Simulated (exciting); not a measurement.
# InP (Fm-3m) in exciting: further runs

The runs below take InP through single point, with PBE, PBEsol.

Everything below comes from runs of exciting (release sodium). Logs are shortened: lines on timing, memory, paths and dates and some standing lists are left out, and cuts for length are marked.

## Step 1: Starting point

It takes space group Fm-3m (No. 225, cubic). The conventional cell has a = 5.538 Å, b = 5.538 Å, c = 5.538 Å, α = 90.00°, β = 90.00°, γ = 90.00°. In (site symmetry m-3m) is surrounded by 6 P at 2.77 Å. P (site symmetry m-3m) has 6 In at 2.77 Å as nearest neighbours.

Measurements of this composition are mostly on another form, of space group No. 216.

## Step 2: Single point, PBE

input.xml reads:

```xml
<input>
  <title>InP</title>
  <structure speciespath="./" tshift="false">
    <crystal scale="1">
      <basevect>7.399643275110 0.000000000000 0.000000000000</basevect>
      <basevect>3.699821637555 6.408279055164 0.000000000000</basevect>
      <basevect>3.699821637555 2.136093018388 6.041783434219</basevect>
    </crystal>
    <species speciesfile="In.xml" rmt="2.3">
      <atom coord="0.000000000000 0.000000000000 0.000000000000"/>
    </species>
    <species speciesfile="P.xml" rmt="2">
      <atom coord="0.500000000000 0.500000000000 0.500000000000"/>
    </species>
  </structure>
  <groundstate do="fromscratch" ngridk="8 8 8" rgkmax="7.8" gmaxvr="14" lmaxapw="10" lmaxmat="10" lmaxvr="8" xctype="GGA_PBE" stype="Gaussian" swidth="0.00183747" nempty="10" ValenceRelativity="iora*" epsengy="1e-05" epspot="1e-05" maxscl="60" tforce="true" outputlevel="normal"/>
</input>
```

Potentials or basis: all-electron LAPW+lo, shipped species files, valence relativity iora*.

Launch:

```
$ OMP_NUM_THREADS=1 exciting_smp
```

INFO.OUT:

```text
================================================================================
EXCITING SODIUM started
[... 10 lines left out ...]

 Lattice vectors (cartesian) :
      7.3996432751      0.0000000000      0.0000000000
      3.6998216376      6.4082790552      0.0000000000
      3.6998216376      2.1360930184      6.0417834342

 Reciprocal lattice vectors (cartesian) :
      0.8491200283     -0.4902396769     -0.3466518000
      0.0000000000      0.9804793538     -0.3466518000
      0.0000000000      0.0000000000      1.0399553999

 Unit cell volume                           :     286.4952018839
 Brillouin zone volume                      :       0.8658093113

 Species :    1 (In)
     parameters loaded from                 :    In.xml
     name                                   :    indium
     nuclear charge                         :     -49.00000000
     electronic charge                      :      49.00000000
     atomic mass                            :  209300.41010000
     muffin-tin radius                      :       2.30000000
     # of radial points in muffin-tin       :     400

     atomic positions (lattice) :
       1 :   0.00000000  0.00000000  0.00000000

 Species :    2 (P)
     parameters loaded from                 :    P.xml
     name                                   :    phosphorus
     nuclear charge                         :     -15.00000000
     electronic charge                      :      15.00000000
     atomic mass                            :   56461.71408000
     muffin-tin radius                      :       2.00000000
     # of radial points in muffin-tin       :     300

     atomic positions (lattice) :
       1 :   0.50000000  0.50000000  0.50000000

 Total number of atoms per unit cell        :       2

 Spin treatment                             :    spin-unpolarised

 Number of Bravais lattice symmetries       :      48
 Number of crystal symmetries               :      48

 k-point grid                               :       8    8    8
 Total number of k-points                   :      29
 k-point set is reduced with crystal symmetries

 R^MT_min * |G+k|_max (rgkmax)              :       7.80000000
 Species with R^MT_min                      :       2 (P)
 Maximum |G+k| for APW functions            :       3.90000000
 Maximum |G| for potential and density      :      14.00000000

 G-vector grid sizes                        :      36    36    36
 Total number of G-vectors                  :   13323

 Maximum angular momentum used for
     APW functions                          :      10
     computing H and O matrix elements      :      10
     potential and density                  :       8
     inner part of muffin-tin               :       2

 Total nuclear charge                       :     -64.00000000
 Total electronic charge                    :      64.00000000
 Total core charge                          :      40.00000000
 Total valence charge                       :      24.00000000

 Number of empty states                     :      10
 Total number of valence states             :      23

 Maximum Hamiltonian size                   :     323
 Maximum number of plane-waves              :     302
 Total number of local-orbitals             :      21

 Exchange-correlation type                  :      20
     Perdew-Burke-Ernzerhof, Phys. Rev. Lett. 77, 3865 (1996)
     Generalised gradient approximation (GGA)

 Smearing scheme                            :    Gaussian
 Smearing width                             :       0.00183747

[... 17 lines left out ...]
+ SCF iteration number :    1                                                  +
++++++++++++++++++++++++++++++++++++++++++++++++++++++++++++++++++++++++++++++++
 Total energy                               :     -6220.91565683
 _______________________________________________________________
 Fermi energy                               :         0.22580610
 Kinetic energy                             :      6528.00136992
 Coulomb energy                             :    -12565.69534459
 Exchange energy                            :      -179.98928319
 Correlation energy                         :        -3.23239897

 DOS at Fermi energy (states/Ha/cell)       :        24.42216628

 Electron charges :
     core                                   :        40.00000000
     core leakage                           :         0.00169193
     valence                                :        24.00000000
     interstitial                           :         4.62376290
     charge in muffin-tin spheres :
                  atom     1    In          :        46.45740633
                  atom     2     P          :        12.91883076
     total charge in muffin-tins            :        59.37623710
     total charge                           :        64.00000000

++++++++++++++++++++++++++++++++++++++++++++++++++++++++++++++++++++++++++++++++
+ SCF iteration number :    2                                                  +
++++++++++++++++++++++++++++++++++++++++++++++++++++++++++++++++++++++++++++++++
 Total energy                               :     -6224.03500693
 _______________________________________________________________
 Fermi energy                               :         0.23660935
 Kinetic energy                             :      6525.66491124
 Coulomb energy                             :    -12566.44807676
 Exchange energy                            :      -180.01668235
 Correlation energy                         :        -3.23515906

 DOS at Fermi energy (states/Ha/cell)       :        24.71927489

 Electron charges :
     core                                   :        40.00000000
     core leakage                           :         0.00169784
     valence                                :        24.00000000
     interstitial                           :         4.65744610
     charge in muffin-tin spheres :
                  atom     1    In          :        46.54590294
                  atom     2     P          :        12.79665096
     total charge in muffin-tins            :        59.34255390
     total charge                           :        64.00000000

 RMS change in effective potential (target) :  0.593152E-01  ( 0.100000E-04)
 Absolute change in total energy   (target) :   3.11935      ( 0.100000E-04)
 Charge distance                   (target) :  0.471171E-02  ( 0.100000E-04)
 Abs. change in max-nonIBS-force   (target) :   0.00000      ( 0.500000E-04)

++++++++++++++++++++++++++++++++++++++++++++++++++++++++++++++++++++++++++++++++
+ SCF iteration number :    3                                                  +
++++++++++++++++++++++++++++++++++++++++++++++++++++++++++++++++++++++++++++++++
 Total energy                               :     -6225.09902436
 _______________________________________________________________
 Fermi energy                               :         0.24013519
 Kinetic energy                             :      6524.69278181
 Coulomb energy                             :    -12566.53665229
 Exchange energy                            :      -180.01881238
 Correlation energy                         :        -3.23634150

 DOS at Fermi energy (states/Ha/cell)       :        36.68084105

 Electron charges :
     core                                   :        40.00000000
     core leakage                           :         0.00169931
     valence                                :        24.00000000
     interstitial                           :         4.67320284
     charge in muffin-tin spheres :
                  atom     1    In          :        46.59028712
                  atom     2     P          :        12.73651004
     total charge in muffin-tins            :        59.32679716
     total charge                           :        64.00000000
[... 280 lines left out ...]
 Electron charges :
     core                                   :        40.00000000
     core leakage                           :         0.00168849
     valence                                :        24.00000000
     interstitial                           :         4.67937906
     charge in muffin-tin spheres :
                  atom     1    In          :        46.61767137
                  atom     2     P          :        12.70294956
     total charge in muffin-tins            :        59.32062094
     total charge                           :        64.00000000

 RMS change in effective potential (target) :  0.131590E-08  ( 0.100000E-04)
 Absolute change in total energy   (target) :  0.185408E-05  ( 0.100000E-04)
 Charge distance                   (target) :  0.103270E-08  ( 0.100000E-04)
 Abs. change in max-nonIBS-force   (target) :   0.00000      ( 0.500000E-04)

++++++++++++++++++++++++++++++++++++++++++++++++++++++++++++++++++++++++++++++++
+ SCF iteration number :   14                                                  +
++++++++++++++++++++++++++++++++++++++++++++++++++++++++++++++++++++++++++++++++
 Total energy                               :     -6225.35961589
 _______________________________________________________________
 Fermi energy                               :         0.23823415
 Kinetic energy                             :      6524.03244163
 Coulomb energy                             :    -12566.14846598
 Exchange energy                            :      -180.00685741
 Correlation energy                         :        -3.23673412

 DOS at Fermi energy (states/Ha/cell)       :        35.20130507

 Electron charges :
     core                                   :        40.00000000
     core leakage                           :         0.00168849
     valence                                :        24.00000000
     interstitial                           :         4.67937907
     charge in muffin-tin spheres :
                  atom     1    In          :        46.61767137
                  atom     2     P          :        12.70294956
     total charge in muffin-tins            :        59.32062093
     total charge                           :        64.00000000

 RMS change in effective potential (target) :  0.108325E-08  ( 0.100000E-04)
 Absolute change in total energy   (target) :  0.182134E-06  ( 0.100000E-04)
 Charge distance                   (target) :  0.391644E-09  ( 0.100000E-04)
 Abs. change in max-nonIBS-force   (target) :   0.00000      ( 0.500000E-04)

++++++++++++++++++++++++++++++++++++++++++++++++++++++++++++++++++++++++++++++++
| Convergency criteria checked for the last 2 iterations                       +
| Convergence targets achieved. Performing final SCF iteration                 +
++++++++++++++++++++++++++++++++++++++++++++++++++++++++++++++++++++++++++++++++
 Total energy                               :     -6225.35961579
 _______________________________________________________________
 Fermi energy                               :         0.23823415
 Kinetic energy                             :      6524.03244170
 Coulomb energy                             :    -12566.14846595
 Exchange energy                            :      -180.00685741
 Correlation energy                         :        -3.23673412

 DOS at Fermi energy (states/Ha/cell)       :        35.20130484

 Electron charges :
     core                                   :        40.00000000
     core leakage                           :         0.00168849
     valence                                :        24.00000000
     interstitial                           :         4.67937907
     charge in muffin-tin spheres :
                  atom     1    In          :        46.61767137
                  atom     2     P          :        12.70294956
     total charge in muffin-tins            :        59.32062093
     total charge                           :        64.00000000

++++++++++++++++++++++++++++++++++++++++++++++++++++++++++++++++++++++++++++++++
+ Self-consistent loop stopped                                                 +
++++++++++++++++++++++++++++++++++++++++++++++++++++++++++++++++++++++++++++++++
 STATE.OUT is written

--------------------------------------------------------------------------------
- Writing atomic positions and forces                                          -
--------------------------------------------------------------------------------

 Atomic positions (lattice) :
 atom     1  In  :     0.00000000    0.00000000    0.00000000
 atom     2   P  :     0.50000000    0.50000000    0.50000000

 Total atomic forces including IBS (cartesian) :
 atom     1  In  :     0.00000000    0.00000000    0.00000000
 atom     2   P  :    -0.00000000   -0.00000000   -0.00000000

 Atomic force components including IBS (cartesian) :
 atom     1  In  :     0.00000000   -0.00000000   -0.00000000   HF force
                 :     0.00000000    0.00000000    0.00000000   core correction
                 :    -0.00000000    0.00000000    0.00000000   IBS correction
 atom     2   P  :    -0.00000000    0.00000000    0.00000000   HF force
                 :    -0.00000000   -0.00000000    0.00000000   core correction
                 :     0.00000000   -0.00000000   -0.00000000   IBS correction

********************************************************************************
[... 7 lines left out ...]
| EXCITING SODIUM stopped                                                      =
================================================================================
```

Run time: 36 s. Hardware: 1 thread of Intel Xeon 6975P-C (Granite Rapids), shared host; peak memory 0.14 GiB.

Results:

```yaml
Free_energy: -169400.6666 eV
Band_gap_on_the_k_mesh: none (metal or under the smearing width)
All_electrons_inside_the_program's_atomic_spheres: In 46.62; P 12.70 (radii In 2.3, P 2.0 bohr)
```

Caveat: the log's total energy holds no entropy term; the free energy is that total less TS from the occupations.

## Step 3: Single point, PBE

input.xml reads:

```xml
<input>
  <title>InP</title>
  <structure speciespath="./" tshift="false">
    <crystal scale="1">
      <basevect>0.000000000000 5.232337944552 5.232337944552</basevect>
      <basevect>5.232337944552 0.000000000000 5.232337944552</basevect>
      <basevect>5.232337944552 5.232337944552 0.000000000000</basevect>
    </crystal>
    <species speciesfile="In.xml" rmt="2.3">
      <atom coord="0.000000000000 0.000000000000 0.000000000000"/>
    </species>
    <species speciesfile="P.xml" rmt="2">
      <atom coord="0.500000000000 0.500000000000 0.500000000000"/>
    </species>
  </structure>
  <groundstate do="fromscratch" ngridk="8 8 8" rgkmax="7.8" gmaxvr="14" lmaxapw="10" lmaxmat="10" lmaxvr="8" xctype="GGA_PBE" stype="Gaussian" swidth="0.00367493" nempty="10" ValenceRelativity="iora*" epsengy="1e-05" epspot="1e-05" maxscl="60" tforce="true" outputlevel="low"/>
  <properties>
    <chargedensityplot>
      <plot3d>
        <box grid="20 20 20">
          <origin coord="0 0 0"/>
          <point coord="1 0 0"/>
          <point coord="0 1 0"/>
          <point coord="0 0 1"/>
        </box>
      </plot3d>
    </chargedensityplot>
    <elfplot>
      <plot3d>
        <box grid="20 20 20">
          <origin coord="0 0 0"/>
          <point coord="1 0 0"/>
          <point coord="0 1 0"/>
          <point coord="0 0 1"/>
        </box>
      </plot3d>
    </elfplot>
    <exccplot>
      <plot3d>
        <box grid="20 20 20">
          <origin coord="0 0 0"/>
          <point coord="1 0 0"/>
          <point coord="0 1 0"/>
          <point coord="0 0 1"/>
        </box>
      </plot3d>
    </exccplot>
  </properties>
</input>
```

Potentials or basis: all-electron LAPW+lo, shipped species files, valence relativity iora*.

Launch:

```
$ OMP_NUM_THREADS=1 exciting_smp
```

INFO.OUT:

```text
================================================================================
EXCITING SODIUM started
[... 10 lines left out ...]

 Lattice vectors (cartesian) :
      0.0000000000      5.2323379446      5.2323379446
      5.2323379446      0.0000000000      5.2323379446
      5.2323379446      5.2323379446      0.0000000000

 Reciprocal lattice vectors (cartesian) :
     -0.6004185293      0.6004185293      0.6004185293
      0.6004185293     -0.6004185293      0.6004185293
      0.6004185293      0.6004185293     -0.6004185293

 Unit cell volume                           :     286.4952029294
 Brillouin zone volume                      :       0.8658093082

 Species :    1 (In)
     parameters loaded from                 :    In.xml
     name                                   :    indium

     atomic positions (lattice) :
       1 :   0.00000000  0.00000000  0.00000000

 Species :    2 (P)
     parameters loaded from                 :    P.xml
     name                                   :    phosphorus
[... 54 lines left out ...]
 Electron charge: Core leakage              :         0.00169193
[... 178 lines left out ...]
 RMS change in effective potential (target) :  0.525222E-08  ( 0.100000E-04)
 Absolute change in total energy   (target) :  0.153232E-05  ( 0.100000E-04)
 Charge distance                   (target) :  0.126232E-08  ( 0.100000E-04)
 Abs. change in max-nonIBS-force   (target) :   0.00000      ( 0.500000E-04)

++++++++++++++++++++++++++++++++++++++++++++++++++++++++++++++++++++++++++++++++
| Convergency criteria checked for the last 2 iterations                       +
| Convergence targets achieved. Performing final SCF iteration                 +
++++++++++++++++++++++++++++++++++++++++++++++++++++++++++++++++++++++++++++++++
 Total energy                               :     -6225.35947442
 _______________________________________________________________
 Fermi energy                               :         0.23800585
 DOS at Fermi energy (states/Ha/cell)       :        42.96538587
 Electron charge: Core leakage              :         0.00168845

++++++++++++++++++++++++++++++++++++++++++++++++++++++++++++++++++++++++++++++++
+ Self-consistent loop stopped                                                 +
++++++++++++++++++++++++++++++++++++++++++++++++++++++++++++++++++++++++++++++++
 STATE.OUT is written

--------------------------------------------------------------------------------
- Writing atomic positions and forces                                          -
--------------------------------------------------------------------------------

 Atomic positions (lattice) :
 atom     1  In  :     0.00000000    0.00000000    0.00000000
 atom     2   P  :     0.50000000    0.50000000    0.50000000

 Total atomic forces including IBS (cartesian) :
 atom     1  In  :     0.00000000   -0.00000000    0.00000000
 atom     2   P  :    -0.00000000    0.00000000   -0.00000000

 Atomic force components including IBS (cartesian) :
 atom     1  In  :     0.00000000    0.00000000   -0.00000000   HF force
                 :    -0.00000000   -0.00000000    0.00000000   core correction
                 :     0.00000000   -0.00000000    0.00000000   IBS correction
 atom     2   P  :    -0.00000000   -0.00000000    0.00000000   HF force
                 :     0.00000000    0.00000000   -0.00000000   core correction
                 :     0.00000000    0.00000000   -0.00000000   IBS correction

********************************************************************************
[... 7 lines left out ...]
| EXCITING SODIUM stopped                                                      =
================================================================================
```

Wall time 43 s (1 thread of Intel Xeon 6975P-C (Granite Rapids), shared host); peak memory 0.14 GiB.

Results:

```
Free energy                          : -169400.6691 eV
Band gap on the k mesh               : none (metal or under the smearing width)
Density of states at the Fermi level : 1.58 states/eV per cell
```

Levels at points of the mesh, in eV from the Fermi level:
| k point | band 10 | band 11 | band 12 | band 13 | band 14 | band 15 |
| --- | --- | --- | --- | --- | --- | --- |
| (0.00, 0.00, 0.00) | -0.37 | -0.37 | -0.37 | 0.42 | 6.99 | 6.99 |
| (0.50, 0.00, 0.00) | -6.74 | 0.06 | 0.06 | 2.39 | 3.30 | 3.30 |
| (0.50, 0.50, 0.00) | -5.04 | -2.62 | -2.43 | -2.43 | 3.75 | 9.76 |

Caveat: the log's total energy holds no entropy term; the free energy is that total less TS from the occupations.

(Continued in part 2 of 2.)
